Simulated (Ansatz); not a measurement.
# SnS2 (CdI2 type): how the settings move a single-point run

Aim: see which settings change the result for SnS2 (CdI2 type), by how much, and at what cost.

Computed with Ansatz 0.2.0 (reference: DFT, PBE, all-electron LAPW, scalar-relativistic, unless a step's input says otherwise).

### 1 The system as given

Symmetry: P-3m1, No. 164, trigonal system. Conventional cell: a = 3.702 Å, b = 3.702 Å, c = 6.925 Å, α = 90.00°, β = 90.00°, γ = 120.00°. Sn (site symmetry -3m) has 6 S at 2.60 Å as nearest neighbours. Around S (site symmetry 3m) lie 3 Sn at 2.60 Å.

As a file:

```cif
data_structure
_symmetry_space_group_name_H-M 'P-3m1'
_symmetry_Int_Tables_number 164
_cell_length_a 3.7024
_cell_length_b 3.7024
_cell_length_c 6.9252
_cell_angle_alpha 90.000
_cell_angle_beta 90.000
_cell_angle_gamma 120.000
_cell_volume 82.21
loop_
_atom_site_label
_atom_site_type_symbol
_atom_site_symmetry_multiplicity
_atom_site_Wyckoff_symbol
_atom_site_fract_x
_atom_site_fract_y
_atom_site_fract_z
_atom_site_occupancy
Sn1 Sn 1 a 0.00000 0.00000 0.00000 1
S1 S 2 d 0.33333 0.66667 0.21348 1
```

### 2 The reference run

File input.yaml:

```yaml
crystal:
  lattice:
    - [3.7023731265, 0.0, 0.0]
    - [-1.8511865633, 3.2063491819, 0.0]
    - [0.0, 0.0, 6.9252143729]
  atoms:
    - { symbol: Sn, position: [0.0, 0.0, 0.0] }
    - { symbol: S, position: [0.3333333333, 0.6666666667, 0.213475212] }
    - { symbol: S, position: [0.6666666667, 0.3333333333, 0.786524788] }
kpoints:
  mp_grid: { grid: [12, 12, 7] }
  band_path:
    path:
      - [0.0, 0.0, 0.0]
      - [0.5, 0.0, 0.0]
      - [0.3333333333, 0.3333333333, 0.0]
      - [0.0, 0.0, 0.0]
      - [0.0, 0.0, 0.5]
      - [0.5, 0.0, 0.5]
      - [0.3333333333, 0.3333333333, 0.5]
      - [0.0, 0.0, 0.5]
      - [0.5, 0.0, 0.5]
    npoints: 14
scf:
  occupations: { method: fermi_dirac, width: 0.05 }
hamiltonian:
  xc: pbe
  pseudopotentials: { kind: all_electron, lapw: { basis_error: 0.001 } }
output:
  forces: true
  stress: true
  eigenvalues: true
  fatbands: true
  populations: true
  dos: { projected: true, de: 0.2, e_range: [-14, 8] }
```

The run is started by

```bash
ansatz run input.yaml --threads 1 --pin off --max-ram 3072MiB --backend cpu --events-out ev --progress --plain --runs-dir out
```

### 3 Changed: symmetry.detect false, mp_grid.grid [4, 4, 2], occupations.width 0.01

input.yaml: that of step 2 with these lines changed.

```diff
@@ -9,4 +9,5 @@
     - { symbol: S, position: [0.6666666667, 0.3333333333, 0.786524788] }
+  symmetry: { detect: false }
 kpoints:
-  mp_grid: { grid: [12, 12, 7] }
+  mp_grid: { grid: [4, 4, 2] }
   band_path:
@@ -24,3 +25,3 @@
 scf:
-  occupations: { method: fermi_dirac, width: 0.05 }
+  occupations: { method: fermi_dirac, width: 0.01 }
 hamiltonian:
@@ -32,4 +33,2 @@
   eigenvalues: true
-  fatbands: true
   populations: true
-  dos: { projected: true, de: 0.2, e_range: [-14, 8] }
```

Q: Predict the outcome of this session. Wanted: for each run, ending; energy change; pressure; gap; force.

The runs gave:

```tsv
run	ending	energy change	pressure (GPa)	gap (eV)	force (eV/Å)	cycles	time
reference	converged	0	0.0	1.54	0.00	8	84 s
1: symmetry.detect false, mp_grid.grid [4, 4, 2], occupations.width 0.01	converged	+23.1 meV/atom (σ→0)	0.2	1.58	0.04	8	35 s
```

Times don't compare one to one where runs were asked for different outputs or read a saved state (see the inputs); cycles may leave out searches for a lower state.

Residual by cycle in the longest SCF loop of each run; runs are numbered as in the table. The quantity is the density residual dr2, in eV.

```tsv
cycle	reference	run 1
1	1.47	1.52
2	0.161	0.169
3	0.0406	0.0426
4	0.0016	0.00169
5	8.4e-5	9.0e-5
6	1.9e-5	2.0e-5
7	7.1e-7	7.2e-7
8	4.4e-8	4.3e-8
```

What this shows: Changing the use of symmetry, k-point mesh and smearing moves the energy by +23.1 meV/atom (σ→0 values), and the gap on the mesh goes from 1.54 to 1.58 eV and the largest force goes from 0.00 to 0.04 eV/Å. More than one kind of setting changed, and this run alone doesn't tell their shares apart. A gap read on a mesh depends on which points the mesh holds, and a coarse mesh shifts the density too.

The gaps are Kohn-Sham values of a semilocal functional, not quasiparticle or optical gaps. Such gaps usually fall short of the measured ones.
